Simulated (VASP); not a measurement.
PbSe (Clausthalite), 2 atoms in the cell. The structure is cubic, space group Fm-3m (No. 225). The conventional cell has a = 6.121 Å, b = 6.121 Å, c = 6.121 Å, α = 90.00°, β = 90.00°, γ = 90.00°. Around Pb (site symmetry m-3m) lie 6 Se at 3.06 Å. Se (site symmetry m-3m) has 6 Pb at 3.06 Å as nearest neighbours. 

| Property | Result |
| --- | --- |
| Program | VASP 6.6.1 |
| Task | band structure |
| Functional | TB-mBJ |
| Potentials or basis | VASP PAW PBE potentials, release 64 (Pb_d, Se) |
| Cutoff | 520 eV |
| k mesh | 6 × 6 × 6 |
| Occupations | gaussian, width 0.02 eV |
| Spin | spin-orbit coupling, no magnetisation |
| Ladder | gaps |
| Further INCAR settings | ALGO = Normal; EDIFF = 1e-06 |

Potentials or basis: VASP PAW PBE potentials, release 64 (Pb_d, Se).

Command:

```console
$ cat potpaw_PBE.64/Pb_d/POTCAR potpaw_PBE.64/Se/POTCAR > POTCAR
$ cp INCAR.step1 INCAR
$ mpirun -np 2 vasp_ncl > vasp.out
$ cp INCAR.step2 INCAR
$ mpirun -np 2 vasp_ncl > vasp.out
```

Hardware: 2 MPI ranks on Intel(R) Xeon(R) 6975P-C (Granite Rapids), on a shared host.

Task: How long does it take, and how much memory?

Result: It took 2.4 min on 2 MPI ranks on Intel(R) Xeon(R) 6975P-C (Granite Rapids), on a shared host, peak memory 0.37 GiB a rank. Counts: scf iterations 143, k points 16.
